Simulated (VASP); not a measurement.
# A VASP 6.6.1 single-point calculation on ZnS

INCAR

```
LDAUJ = 0 0
LMAXMIX = 4
IBRION = -1
LDAUU = 5.0 0
BMIX = 2
LCHARG = .FALSE.
NBANDS = 16
EDIFF = 1E-7
LREAL = .FALSE.
PREC = Accurate
LDAUL = 2 -1
NELM = 55
ISIF = 2
ISMEAR = -1
SIGMA = 0.02
NSW = 0
LWAVE = .FALSE.
LASPH = .TRUE.
LDAU = .TRUE.
ENCUT = 520
LDAUTYPE = 2
GGA = PE
```

KPOINTS

```
KPOINTS created by Atomic Simulation Environment
0
Monkhorst-Pack
8 8 8
0 0 0
```

POSCAR

```
Zn S
 1.0000000000000000
     0.0000000000000000    2.6940858314999998    2.6402041149000000
     2.6940858314999998    0.0000000000000000    2.6402041149000000
     2.6940858314999998    2.6940858314999998    0.0000000000000000
 Zn  S
   1   1
Cartesian
  0.0000000000000000  0.0000000000000000  0.0000000000000000
  1.3470429157499999  1.3470429157499999  1.3201020574499998
```

The recommended PBE PAW datasets give the neutral cell 18 valence electrons.

Command

```
mpirun -np 1 vasp_std
```

Problem. Predict the outcome of this run.

Solution. It converged. Results: gap between bands v and c on the k mesh 2.87 eV; least direct gap on the k mesh 2.87 eV; pressure 2.2 GPa. Band v is the last that the valence electrons fill when counted band by band, and c is the next.

OSZICAR

```
N       E                     dE             d eps       ncg     rms          rms(c)
DAV:   1     0.914464185211E+02    0.91446E+02   -0.91474E+03  4624   0.139E+03
DAV:   2    -0.554935852781E+00   -0.92001E+02   -0.86714E+02  5288   0.270E+02
DAV:   3    -0.679163008739E+01   -0.62367E+01   -0.62169E+01  5776   0.696E+01
DAV:   4    -0.685035358136E+01   -0.58723E-01   -0.58715E-01  5696   0.704E+00
DAV:   5    -0.685087732809E+01   -0.52375E-03   -0.52374E-03  5912   0.589E-01    0.824E+00
DAV:   6    -0.658272781506E+01    0.26815E+00   -0.26687E-01  7080   0.133E+01    0.576E+00
DAV:   7    -0.649766908594E+01    0.85059E-01   -0.28318E-01  6528   0.550E+00    0.130E+00
DAV:   8    -0.650245326672E+01   -0.47842E-02   -0.44559E-02  4752   0.211E+00    0.683E-01
DAV:   9    -0.650474362971E+01   -0.22904E-02   -0.62434E-03  5472   0.100E+00    0.448E-01
DAV:  10    -0.650442523958E+01    0.31839E-03   -0.61149E-04  5088   0.446E-01    0.212E-01
DAV:  11    -0.650502765515E+01   -0.60242E-03   -0.88513E-04  5176   0.175E-01    0.102E-01
DAV:  12    -0.650503097449E+01   -0.33193E-05   -0.23059E-05  6544   0.989E-02    0.250E-02
DAV:  13    -0.650505337983E+01   -0.22405E-04   -0.31593E-05  5504   0.461E-02    0.769E-03
DAV:  14    -0.650505411163E+01   -0.73179E-06   -0.31905E-06  6144   0.269E-02    0.491E-03
DAV:  15    -0.650505427561E+01   -0.16398E-06   -0.23272E-07  5896   0.450E-03    0.936E-04
DAV:  16    -0.650505425256E+01    0.23055E-07   -0.45723E-08  4992   0.390E-03
   1 F= -.65050543E+01 E0= -.65050543E+01  d E =-.261615E-11
```

The shifted mesh misses Γ, so a band edge there is missed.

For comparison, a separate PBE run of the intended cell, on usual settings and not on those above, gives a gap of 2.20 eV on its mesh and a pressure of 4.1 GPa.
